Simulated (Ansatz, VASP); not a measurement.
# Cross-check of Ga2Cu between VASP and Ansatz

Wanted: the spread between two codes on one cell, functional and k mesh. The cell is taken from a series of VASP runs on this material, whose earlier steps may have relaxed, scaled or displaced it; both programs get it as it stands.

Calculated with Ansatz 0.2.0; plane waves, with VASP 6.6.1 beside it; relaxation of cell and atoms at PBEsol.

## Step 1: The structure

It takes space group P4/mmm (No. 123, tetragonal). The conventional cell has a = 2.805 Å, b = 2.805 Å, c = 5.754 Å, α = 90.00°, β = 90.00°, γ = 90.00°. Nearest to Ga lie 1 Ga at 2.49 Å and 4 Cu at 2.57 Å. Nearest to Cu lie 8 Ga at 2.57 Å and 4 Cu at 2.81 Å. Farther neighbours are not listed.

## Step 2: VASP: relaxation of cell and atoms, PBEsol

The relaxed volume is the usual yardstick between codes: its relative difference is about their pressure difference at one cell divided by the bulk modulus.

Lines of VASP's logs that name or quote its potential files are left out, and so is its time.

INCAR

```
SYSTEM = Ga2Cu
PREC = Accurate
ENCUT = 520
EDIFF = 1E-07
NELM = 100
ISMEAR = 1
SIGMA = 0.15
LREAL = .FALSE.
ALGO = Normal
GGA = PS
NBANDS = 24
LASPH = .TRUE.
LORBIT = 11
LWAVE = .FALSE.
LCHARG = .FALSE.
KPAR = 4
IBRION = 2
NSW = 50
ISIF = 3
EDIFFG = -0.005
```

POSCAR

```
Ga2Cu
1.0
    2.8052554314      0.0000000000      0.0000000000
    0.0000000000      2.8052554314      0.0000000000
    0.0000000000      0.0000000000      5.7538976401
Ga Cu
2 1
Direct
    0.5000000000      0.5000000000      0.7164922729
    0.5000000000      0.5000000000      0.2835077271
    0.0000000000      0.0000000000      0.0000000000
```

KPOINTS

```
Automatic mesh
0
Gamma
16 16 8
0 0 0
```

PAW data sets: Ga_d and Cu (PBE family, release 64).

On the command line:

```sh
$ mpirun -np 4 vasp_std
```

Numbers of over 12 decimals in the logs are rounded to 6 here.

The log of the run:

```text
[banner, memory and clock lines left out]
running    4 mpi-ranks, on    1 nodes
 distrk:  each k-point on    1 cores,    4 groups
 distr:  one band on    1 cores,    1 groups

 POSCAR found type information on POSCAR GaCu
 POSCAR found :  2 types and       3 ions
|                                                                             |
|               ----> ADVICE to this user running VASP <----                  |
|                                                                             |
|     You enforced a specific xc type in the INCAR file but a different       |
|     [... a line on the potential file left out ...]
|     I HOPE YOU KNOW WHAT YOU ARE DOING!                                     |
|                                                                             |

 LDA part: xc-table for (Slater+PW92), standard interpolation
 POSCAR, INCAR and KPOINTS ok, starting setup
 FFT: planning ... GRIDC
 FFT: planning ... GRID_SOFT
 FFT: planning ... GRID
 WAVECAR not read
 entering main loop
       N       E                     dE             d eps       ncg     rms          rms(c)
DAV:   1     0.225628689122E+03    0.22563E+03   -0.18076E+04 11432   0.293E+03
DAV:   2     0.746389200157E+01   -0.21816E+03   -0.21261E+03 11088   0.464E+02
DAV:   3    -0.129408073769E+02   -0.20405E+02   -0.20210E+02 12784   0.137E+02
DAV:   4    -0.132982572194E+02   -0.35745E+00   -0.35694E+00 12432   0.197E+01
DAV:   5    -0.133091755962E+02   -0.10918E-01   -0.10918E-01 14792   0.360E+00    0.128E+01
DAV:   6    -0.147593565419E+02   -0.14502E+01   -0.40862E+01 13712   0.128E+02    0.106E+01
DAV:   7    -0.114189955440E+02    0.33404E+01   -0.97922E+00 14608   0.703E+01    0.225E+00
DAV:   8    -0.114063224322E+02    0.12673E-01   -0.22414E+00 15816   0.268E+01    0.247E+00
DAV:   9    -0.113192595194E+02    0.87063E-01   -0.47529E-01 14720   0.129E+01    0.138E-01
DAV:  10    -0.113204688406E+02   -0.12093E-02   -0.18657E-02 12920   0.119E+00    0.763E-02
DAV:  11    -0.113204156491E+02    0.53191E-04   -0.66867E-04 17088   0.328E-01    0.264E-02
DAV:  12    -0.113204087286E+02    0.69205E-05   -0.75250E-05 16480   0.144E-01    0.567E-03
DAV:  13    -0.113204095184E+02   -0.78975E-06   -0.78079E-06 12512   0.315E-02    0.293E-03
DAV:  14    -0.113204094244E+02    0.93938E-07   -0.31682E-07 11304   0.116E-02
   1 F= -.11320409E+02 E0= -.11320086E+02  d E =-.113204E+02
 curvature:   0.00 expect dE= 0.000E+00 dE for cont linesearch  0.000E+00
 trial: gam= 0.00000 g(F)=  0.263E-06 g(S)=  0.146E-04 ort = 0.000E+00 (trialstep = 0.100E+01)
 search vector abs. value=  0.149E-04
 bond charge predicted
       N       E                     dE             d eps       ncg     rms          rms(c)
DAV:   1    -0.113207494131E+02   -0.33989E-03   -0.46908E-03 11336   0.130E+00    0.135E-01
DAV:   2    -0.113205906626E+02    0.15875E-03   -0.23140E-03 11648   0.107E+00    0.839E-02
DAV:   3    -0.113204351303E+02    0.15553E-03   -0.80531E-04 14136   0.623E-01    0.391E-02
DAV:   4    -0.113204057064E+02    0.29424E-04   -0.46362E-05 14192   0.131E-01    0.851E-03
DAV:   5    -0.113204030385E+02    0.26679E-05   -0.61465E-06 15360   0.413E-02    0.148E-03
DAV:   6    -0.113204029912E+02    0.47369E-07   -0.44554E-07 11800   0.113E-02
   2 F= -.11320403E+02 E0= -.11320075E+02  d E =0.643325E-05
 trial-energy change:    0.000006  1 .order    0.000000   -0.000015    0.000015
 step:   0.2577(harm=  0.4910)  dis= 0.00002  next Energy=   -11.320411 (dE=-0.181E-05)
 bond charge predicted
       N       E                     dE             d eps       ncg     rms          rms(c)
DAV:   1    -0.113206013740E+02   -0.19834E-03   -0.26027E-03 11248   0.968E-01    0.101E-01
DAV:   2    -0.113205122240E+02    0.89150E-04   -0.12719E-03 11552   0.792E-01    0.623E-02
DAV:   3    -0.113204274178E+02    0.84806E-04   -0.44448E-04 14168   0.462E-01    0.291E-02
DAV:   4    -0.113204107750E+02    0.16643E-04   -0.25785E-05 13928   0.992E-02    0.627E-03
DAV:   5    -0.113204092050E+02    0.15700E-05   -0.33803E-06 15320   0.300E-02    0.105E-03
DAV:   6    -0.113204092284E+02   -0.23426E-07   -0.20577E-07  8888   0.804E-03
   3 F= -.11320409E+02 E0= -.11320085E+02  d E =0.195962E-06
 curvature:  -0.19 expect dE=-0.712E-06 dE for cont linesearch -0.535E-07
 trial: gam= 0.00000 g(F)=  0.630E-06 g(S)=  0.304E-05 ort =-0.203E-05 (trialstep = 0.852E+00)
 search vector abs. value=  0.367E-05
 reached required accuracy - stopping structural energy minimisation
```

From OUTCAR (step 2):

```text
ion  position               nearest neighbor table
   1  0.500  0.500  0.716-   2 2.49   3 2.57   3 2.57   3 2.57   3 2.57
   2  0.500  0.500  0.284-   1 2.49   3 2.57   3 2.57   3 2.57   3 2.57
   3  0.000  0.000  0.000-   1 2.57   2 2.57   1 2.57   2 2.57   1 2.57   2 2.57   1 2.57   2 2.57

  LATTYP: Found a simple tetragonal cell.
 ALAT       =     2.8052554314
 C/A-ratio  =     2.0511136261

 Subroutine GETGRP returns: Found 16 space group operations
 (whereof 16 operations were pure point group operations)

The static configuration has the point symmetry D_4h.

 Found    225 irreducible k-points:

   k-points           NKPTS =    225   k-points in BZ     NKDIM =    225   number of bands    NBANDS=     24

   dimension x,y,z NGX =    24 NGY =   24 NGZ =   48
   dimension x,y,z NGXF=    48 NGYF=   48 NGZF=   96

   ENCUT  =  520.0 eV  38.22 Ry    6.18 a.u.   5.22  5.22 10.70*2*pi/ulx,y,z

   NELECT =      37.0000    total number of electrons

 k-points in reciprocal lattice and weights: Automatic mesh
   0.00000000  0.00000000  0.00000000       0.000
   0.06250000  0.00000000  0.00000000       0.002
   0.12500000  0.00000000  0.00000000       0.002
   0.18750000  0.00000000  0.00000000       0.002
   0.25000000  0.00000000  0.00000000       0.002
   0.31250000  0.00000000  0.00000000       0.002
   0.37500000  0.00000000  0.00000000       0.002
   0.43750000  0.00000000  0.00000000       0.002
   0.50000000  0.00000000  0.00000000       0.001
[...]
0.50000000  0.43750000  0.50000000       0.002
   0.50000000  0.50000000  0.50000000       0.000

 average (electrostatic) potential at core
       1 -63.3806       2 -63.3806       3 -65.0909

 E-fermi :   6.8103

 k-point     1 :       0.0000    0.0000    0.0000
  band No.  band energies     occupation
    ...
     14       2.4622      2.00000
     15       3.3006      2.00000
     16       3.3006      2.00000
     17       3.4180      2.00000
     18       3.6543      2.00000
     19      13.0880      0.00000
     20      13.4389      0.00000
     21      13.4389      0.00000
     22      16.3909      0.00000
     23      17.4910      0.00000
    ...

 k-point     2 :       0.0625    0.0000    0.0000
  band No.  band energies     occupation
    ...
     14       2.4764      2.00000
     15       3.2984      2.00000
     16       3.3053      2.00000
     17       3.4270      2.00000
     18       3.6358      2.00000
     19      12.4998      0.00000
     20      13.1775      0.00000
     21      13.5329      0.00000
     22      16.3908      0.00000
     23      16.4360      0.00000
    ...

 k-point     3 :       0.1250    0.0000    0.0000
  band No.  band energies     occupation
    ...
     14       2.5155      2.00000
     15       3.2961      2.00000
     16       3.3188      2.00000
     17       3.4524      2.00000
     18       3.5839      2.00000
     19      10.7482      0.00000
     20      13.4370      0.00000
     21      13.8112      0.00000
     22      14.5286      0.00000
     23      16.3537      0.00000
    ...

  Total        0.0009885      0.0009885      0.0136840      0.0000000      0.0000000      0.0000000
  in kB        0.0349842      0.0349842      0.4842903      0.0000000      0.0000000      0.0000000
  external PRESSURE =       0.1847529 kB  Pullay stress =       0.0000000 kB

  energy-cutoff  :      520.00
  volume of cell :       45.27
      direct lattice vectors                 reciprocal lattice vectors
     2.805016631  0.000000000  0.000000000     0.356504125 -0.000000000  0.000000000
     0.000000000  2.805016631  0.000000000     0.000000000  0.356504125  0.000000000
    -0.000000000  0.000000000  5.753704580    -0.000000000 -0.000000000  0.173801068

 POSITION                                       TOTAL-FORCE (eV/Angst)
 -----------------------------------------------------------------------------------
      1.40251      1.40251      4.12246         0.000000      0.000000     -0.002556
      1.40251      1.40251      1.63124        -0.000000     -0.000000      0.002556
      0.00000      0.00000      0.00000        -0.000000      0.000000      0.000000
 -----------------------------------------------------------------------------------
    total drift:                                0.000000     -0.000000      0.000000

  FREE ENERGIE OF THE ION-ELECTRON SYSTEM (eV)
  ---------------------------------------------------
  free  energy   TOTEN  =       -11.3204092284 eV

  energy  without entropy=      -11.3194371994  energy(sigma->0) =      -11.32008522

 reached required accuracy - stopping structural energy minimisation

 total charge
# of ion       s       p       d       tot
------------------------------------------
    1        0.926   0.758   9.978  11.662
    2        0.926   0.758   9.978  11.662
    3        0.442   0.442   9.158  10.042
--------------------------------------------------
tot          2.294   1.957  29.115  33.366

[... 3 further parts left out ...]
```

This run has no spin polarisation. Its electron count is odd, so without a moment it is a metal by construction. The run keeps the 16 symmetry operations of its start, so it cannot find a distortion of lower symmetry.

## Step 3: Ansatz: relaxation of cell and atoms, PBEsol

Ansatz runs on its default PAW (the set named soft_2) files.

The same cell, functional, mesh and smearing now go to Ansatz, which takes its cutoff from its data sets.

input.yaml

```yaml
crystal:
  lattice:
    - [2.8052554314, 0.0, 0.0]
    - [0.0, 2.8052554314, 0.0]
    - [0.0, 0.0, 5.7538976401]
  atoms:
    - { symbol: Ga, position: [0.5, 0.5, 0.7164922729] }
    - { symbol: Ga, position: [0.5, 0.5, 0.2835077271] }
    - { symbol: Cu, position: [0.0, 0.0, 0.0] }
hamiltonian:
  xc: pbesol
  pseudopotentials: { kind: paw }
kpoints:
  mp_grid: { grid: [16, 16, 8] }
scf:
  occupations: { method: methfessel_paxton, width: 0.15 }
relax:
  f_tol: 0.01
  max_steps: 60
  cell: { stress_tol: 0.05 }
output:
  forces: true
  stress: true
  write_density: true
  write_potential: true
  elf: true
  volumetric_format: npy
```

On the command line:

```sh
$ ansatz run input.yaml --threads 4 --pin off --max-ram 9216MiB --backend cpu --events-out ev --progress --plain --runs-dir out
```

The log of the run:

```text
Engine: ansatz 0.2.0, aarch64-unknown-linux-gnu
Pseudopotentials: kind: paw
Pseudopotential: Ga, paw, valence charge 13, recommended cutoff 420 eV (normal), Ga.paw.azcp
Pseudopotential: Cu, paw, valence charge 19, recommended cutoff 420 eV (normal), Cu.paw.azcp
Functional definition: PBEsol
  exchange = pbesol_x
  correlation = pbesol_c
Crystal: 3 atoms, lattice volume = 45.280 Å³
Basis set: ecut = 420 eV, 911 PW (Γ), exchange–correlation on 40×40×80 points (8 copies of the dense FFT grid, shifted against one another)
Bands: 27, of which v1, the nominal top of the filled ones, is band 23 counted from 1 (22 counted from 0)
Symmetry: 16 space group operations
Space group: P4/mmm (ITA 123), of the structure as read, at distance tolerance 3.6e-5 Å
k-points: 225 of 2048
Non-local potential: Ga, projectors of the file, l = 0: 2, l = 1: 2, l = 2: 3, l = 3: 1
Non-local potential: Cu, projectors of the file, l = 0: 3, l = 1: 2, l = 2: 3, l = 3: 1
PAW form: soft (Blöchl's): semilocal exchange-correlation on the pseudo side does not see the compensation charge
PAW frozen core: Ga, regenerated for the run's functional, and the local potential with it (the file was generated under x = pbe(κ = 0.804, μ = 0.219515), c = pbe(β = 0.066725))
PAW frozen core: Cu, regenerated for the run's functional, and the local potential with it (the file was generated under x = pbe(κ = 0.804, μ = 0.219515), c = pbe(β = 0.066725))
PAW one-centre angular grid: Ga, 590 points (default); XC on 64 Gauss nodes
PAW one-centre angular grid: Cu, 590 points (default); XC on 64 Gauss nodes
Initial density: superposition of atomic densities (neutral atoms: chi_scale 0, normalization atom), corrected by the library's trained network
Initial wavefunctions: pseudopotential atomic-orbital guess
Functional: x = pbesol(κ = 0.804, μ = 0.123457), c = pbesol(β = 0.046)
SCF iter   1: F=—  HF=-14075.494027 eV  |F-HF|=—  |Δ(HF+E_count)|=         —  Δρ=1.17e-2  dr2=3.66e-2  ethr=1.77e-3  ⟨swp⟩=4.5  Hψ=21272  notcnv=0
preconditioner: auto → Kerker (q_TF=auto, 2.725 Å⁻¹)  [metal: Δε(μ)=0.003 eV  Ē_g=14.466 eV  σ=0.150 eV  W_gap=0.01  n_scr=16 (ndim 8)  ℏωp=33.6 eV  f_vac=0.008  D(μ)=1.07/eV (n_scr^D=2)]
SCF iter   2: F=—  HF=-14075.487241 eV  |F-HF|=—  |Δ(HF+E_count)|=   6.79e-3  S|Δr|=    0.00e0  Δρ=1.30e-3  dr2=7.60e-4  ethr=8.12e-5  ⟨swp⟩=2.1  Hψ=9961  notcnv=0  defer=4
SCF iter   3: F=—  HF=-14075.486830 eV  |F-HF|=—  |Δ(HF+E_count)|=   4.11e-4  S|Δr|=    0.00e0  Δρ=1.42e-3  dr2=8.37e-4  ethr=1.69e-6  ⟨swp⟩=2.4  Hψ=10956  notcnv=0  defer=4
SCF iter   4: F=—  HF=-14075.486634 eV  |F-HF|=—  |Δ(HF+E_count)|=   1.96e-4  S|Δr|=    0.00e0  Δρ=3.22e-4  dr2=7.35e-5  ethr=1.69e-6  ⟨swp⟩=2.1  Hψ=7488  notcnv=0  defer=4
SCF iter   5: F=—  HF=-14075.486631 eV  |F-HF|=—  |Δ(HF+E_count)|=   3.10e-6  S|Δr|=    0.00e0  Δρ=1.48e-4  dr2=1.11e-5  ethr=1.63e-7  ⟨swp⟩=2.3  Hψ=10284  notcnv=0  defer=8
SCF iter   6: F=—  HF=-14075.486627 eV  |F-HF|=—  |Δ(HF+E_count)|=   4.13e-6  S|Δr|=    0.00e0  Δρ=7.09e-5  dr2=3.04e-6  ethr=2.46e-8  ⟨swp⟩=2.0  Hψ=10161  notcnv=0  defer=7
SCF iter   7: F=—  HF=-14075.486627 eV  |F-HF|=—  |Δ(HF+E_count)|=   1.59e-7  S|Δr|=    0.00e0  Δρ=2.91e-5  dr2=1.06e-6  ethr=6.76e-9  ⟨swp⟩=2.2  Hψ=9458  notcnv=0  defer=7
SCF iter   8: F=-14075.486627 eV  HF=-14075.486627 eV  |F-HF|=8.45e-8  |Δ(HF+E_count)|=   1.42e-7  S|Δr|=    0.00e0  Δρ=7.58e-6  dr2=8.32e-8  ethr=2.22e-10  ⟨swp⟩=6.0  Hψ=40605  notcnv=0
SCF 1 converged in 8 iterations: F = -14075.486627 eV  dr2 = 8.32e-8
  greatest PAW one-centre occupation: 1.000 electrons in one spin orbital (limit 2), on the Cu atom at site 2 (counted from 0), in its partial waves of l = 0
relax step   1: F+E_penalty+E_count = -14075.48662706 eV  Δ(F+E_penalty+E_count) = +0.000e0 eV  max|allowed force component| = 1.866e-2 eV/Å  Δτ_max = 0.0000 Å  P = -0.310 GPa  Ω = 45.280 Å³  (8 SCF iters, dr2 threshold 1.00e-7 eV, accepted)
[...]
relax step   2: F+E_penalty+E_count = -14075.48681005 eV  Δ(F+E_penalty+E_count) = -1.830e-4 eV  max|allowed force component| = 7.459e-3 eV/Å  Δτ_max = 0.0007 Å  P = -0.116 GPa  Ω = 45.193 Å³  energy of the carried Pulay correction = +3.375e-5 eV  (4 SCF iters, dr2 threshold 3.00e-7 eV, accepted)
[...]
relax step   3: F+E_penalty+E_count = -14075.48686023 eV  Δ(F+E_penalty+E_count) = -5.019e-5 eV  max|allowed force component| = 2.387e-4 eV/Å  Δτ_max = 0.0007 Å  P = +0.004 GPa  Ω = 45.144 Å³  energy of the carried Pulay correction = +5.295e-5 eV  (5 SCF iters, dr2 threshold 8.23e-8 eV, accepted)
[...]
relax step   4: F+E_penalty+E_count = -14075.48680425 eV  Δ(F+E_penalty+E_count) = +5.598e-5 eV  max|allowed force component| = 2.578e-4 eV/Å  Δτ_max = 0.0000 Å  P = +0.005 GPa  Ω = 45.144 Å³  stress off target by 6.65e-3 GPa  SCF on the basis re-selected at this cell (its energy is not comparable with the rows above)  (6 SCF iters)
basis re-selected at this cell: Δ(F+E_penalty+E_count) = +5.598e-5 eV, ΔP = +0.001 GPa vs the last step (what re-selecting the basis moved, of the pressure what is left beyond the Pulay correction that the steps carried, after the strain that the cell walked since its last selection, with what the two solves' SCF thresholds leave and, on support functions, any second-order correction that the steps lacked; it is no m [...]
SCF converged after 6 iterations
Stability not checked: this state was not tested for a lower state beside it, because cold or Methfessel-Paxton smearing, or corrected tetrahedra, fill the levels in a way that the test cannot read (fill_not_monotonic; see scf.lower_state_search)
Free energy (F): -14075.486804 eV
Harris-Foulkes:  -14075.486804 eV  (|F-HF|=3.64e-12)
Internal energy: -14075.485852 eV  (E = F + TS)
E sigma→0 (E₀):  -14075.486566 eV
Entropy (-TS):   -0.000953 eV (-0.318 meV/atom)
Fermi energy:    12.731361 eV
--- Per-component energies (eV) ---
  E_band       = -448.685111
  E_kinetic    = 532.903002
  E_local      = -8626.538368  (includes V_loc(G=0)·N_el)
  E_nonlocal   = 1240.029976
  E_hartree    = 3952.220894
  E_xc         = -227.893484
  E_vxc        = -233.896260  (∫ρ·V_xc dr)
  E_paw        = -5521.616778  (= ΣΔE_a)
  E_vpaw       = -1265.625423  (= ΣTr[D̂ρ^β])
  E_aug_tail   = -0.000052  (compensation charges beyond the density's cutoff)
  E_ewald      = -5426.523199
  E_core_change = 1.932158  (= ΣΔE_core)
  E_smearing   = -0.000953  (= −TS)
  E_closure    = 0.000000  (closes the sum)
  Σ components = -14075.486804   (vs F -14075.486804, Δ=0.00e0)
--- Forces (eV/Å), atoms counted from 1 ---
  atom   1  Ga     0.00000000     0.00000000     0.00025779
  atom   2  Ga     0.00000000     0.00000000    -0.00025779
  atom   3  Cu     0.00000000    -0.00000000     0.00000000
  max |Σ_I F_I| component: 4.93e-31 eV/Å
--- Stress (GPa, compression-positive) ---
        0.006651       0.000000       0.000000
        0.000000       0.006651       0.000000
        0.000000       0.000000       0.002640
  P = ⅓ Tr σ = 0.0053 GPa (0.053 kbar)
--- Band table (eV; the first three rows and the last of 225) ---
  k-point 0: bands = [... 19 lower, 9.2304, 9.3498, 9.5904, 19.0293, 19.3279, 19.3279, 22.3281, 23.3481]
  k-point 1: bands = [... 19 lower, 9.2293, 9.4395, 9.5904, 17.9929, 19.4144, 19.4144, 23.0934, 23.0934]
  k-point 2: bands = [... 19 lower, 9.2267, 9.5904, 9.8228, 16.2545, 19.6677, 19.6677, 22.3322, 22.3322]
  k-point 224: bands = [... 19 lower, 10.6428, 11.4479, 11.4479, 13.0606, 13.0606, 13.7440, 15.5899, 16.0588]
--- Relaxed structure (3 steps of the walk, 3 accepted, 1 SCFs on fresh bases) ---
  F+E_penalty+E_count = -14075.48680425 eV   max|allowed force component| = 2.578e-4 eV/Å   (the final SCF, on the basis selected at the relaxed cell)
  cell:  # Å, volume = 45.1440 Å³
    - [2.803879, 0, 0.0]
    - [0, 2.803879, 0.0]
    - [0.0, 0.0, 5.742241]
  atoms:
    - { symbol: Ga, position: [0.5, 0.5, 0.716736] }
    - { symbol: Ga, position: [0.5, 0.5, 0.283263550402] }
    - { symbol: Cu, position: [0, 0, 0.0] }
```

Run time: 13 s. Hardware: 4 threads of Arm Neoverse V2, shared host; peak memory 0.54 GiB; 51 s of CPU time.

## Step 4: Side by side

Known differences besides the potentials themselves: both relaxations stop at a tolerance, which leaves soft axes loose, and VASP keeps its plane-wave basis; the data sets hold 45 valence electrons in Ansatz (default PAW (the set named soft_2) files) and 37 in VASP; the cutoff is 420 eV in Ansatz and 520 eV in VASP; Ansatz makes its cores anew for this functional, VASP keeps those of its PBE data sets; Ansatz adds a Pulay correction to the stress that steers its cell, VASP none. Total energies have different zeros and are not compared.

Compared:

```csv
quantity,Ansatz,VASP,difference
volume (Å³),45.14,45.27,-0.28 %
"edge a after relaxation, in the typed setting (Å)",2.804,2.805,-0.04 %
"edge c after relaxation, in the typed setting (Å)",5.742,5.754,-0.20 %
```

The walks stopped with 0.01 GPa left in Ansatz and 0.02 GPa in VASP; each walk ends within a tolerance, so the volume difference is uncertain by about these residues over the bulk modulus, most in soft cells.

## Step 5: What came out

- difference in volume (relaxation of cell and atoms, PBEsol): -0.28 %

In words: The difference in volume is -0.28 % (relaxation of cell and atoms, PBEsol), within the 1.2 % picked in this series as the mark of a large difference, as far as the stopping tolerances let one tell. How closely two codes agree says nothing of how well the functional describes the real material.

[Lines on the potential files, build, host, timing and source positions are cut from VASP's logs without a mark.]

[Logs are printed without paths, hosts, clocks, repeated set-up lines and the standing remarks that a program may print on its own settings, such as how far it seeks lower states.]

[Hosts, paths, dates, database ids (printed as entryN), source tags and the programs' standing remarks are cut or masked in the printed files.]
